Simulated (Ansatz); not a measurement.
A run of Ansatz 0.2.0 is set up as follows.

The input input.yaml:

```yaml
crystal:
  lattice:
    - [2.5340966698, 0.0, 0.0]
    - [-1.2670483349, 2.1945920917, 0.0]
    - [0.0, 0.0, 4.112571]
  atoms:
    - { symbol: Cu, position: [0.6666666667, 0.3333333333, 0.75] }
    - { symbol: Cu, position: [0.3333333333, 0.6666666667, 0.25] }
hamiltonian:
  xc: revpbe
  pseudopotentials: { kind: paw }
kpoints:
  mp_grid: { grid: [12, 12, 7] }
  band_path:
    path:
      - [[0.0, 0.0, 0.0], [0.5, 0.0, 0.0], [0.3333333333, 0.3333333333, 0.0], [0.0, 0.0, 0.0], [0.0, 0.0, 0.5], [0.5, 0.0, 0.5], [0.3333333333, 0.3333333333, 0.5], [0.0, 0.0, 0.5]]
      - [[0.5, 0.0, 0.5], [0.5, 0.0, 0.0]]
      - [[0.3333333333, 0.3333333333, 0.0], [0.3333333333, 0.3333333333, 0.5]]
    npoints: 14
scf:
  occupations: { method: fermi_dirac, width: 0.05 }
  n_extra_bands: 6
output:
  forces: true
  stress: true
  eigenvalues: true
  fatbands: false
  write_density: true
  write_potential: true
  elf: true
  volumetric_format: npy
```

Potentials or basis: Ansatz PAW.

Run with:

```sh
$ ansatz run input.yaml --threads 2 --pin off --max-ram 5632MiB --backend cpu --events-out ev --progress --plain --runs-dir out
```

Task: Predict the band gap on the k mesh.

Result: None (metal or under the smearing width).

Task: What does it give for the pressure?

Result: 11.1 GPa.

Levels at the corners of the path, in eV from the Fermi level:
| point | band 15 | band 16 | band 17 | band 18 | band 19 | band 20 | band 21 | band 22 | band 23 | band 24 |
| --- | --- | --- | --- | --- | --- | --- | --- | --- | --- | --- |
| Γ | -2.77 | -2.50 | -2.50 | -1.69 | -1.69 | -1.06 | 4.06 | 21.52 | 22.05 | 22.05 |
| M | -2.74 | -1.60 | -1.54 | -1.49 | 0.02 | 1.64 | 7.95 | 8.38 | 10.91 | 11.37 |
| K | -2.52 | -1.78 | -1.78 | -1.69 | 3.04 | 3.48 | 3.48 | 10.53 | 11.15 | 11.15 |
| Γ | -2.77 | -2.50 | -2.50 | -1.69 | -1.69 | -1.06 | 4.06 | 21.52 | 22.05 | 22.05 |
| A | -3.05 | -3.05 | -1.93 | -1.93 | -1.93 | -1.93 | 12.90 | 12.90 | 22.24 | 22.24 |
| L | -1.89 | -1.89 | -1.53 | -1.53 | 0.45 | 0.45 | 5.04 | 5.04 | 16.36 | 16.36 |
| H | -2.48 | -2.48 | -1.66 | -1.66 | 4.11 | 4.11 | 5.65 | 5.65 | 7.13 | 7.13 |
| A | -3.05 | -3.05 | -1.93 | -1.93 | -1.93 | -1.93 | 12.90 | 12.90 | 22.24 | 22.24 |
| L | -1.89 | -1.89 | -1.53 | -1.53 | 0.45 | 0.45 | 5.04 | 5.04 | 16.36 | 16.36 |
| M | -2.74 | -1.60 | -1.54 | -1.49 | 0.02 | 1.64 | 7.95 | 8.38 | 10.91 | 11.37 |
| K | -2.52 | -1.78 | -1.78 | -1.69 | 3.04 | 3.48 | 3.48 | 10.53 | 11.15 | 11.15 |
| H | -2.48 | -2.48 | -1.66 | -1.66 | 4.11 | 4.11 | 5.65 | 5.65 | 7.13 | 7.13 |

Caveat: the PAW data sets come from PBE, with cores solved anew for the run's functional, which leaves a small shift of forces and pressure.
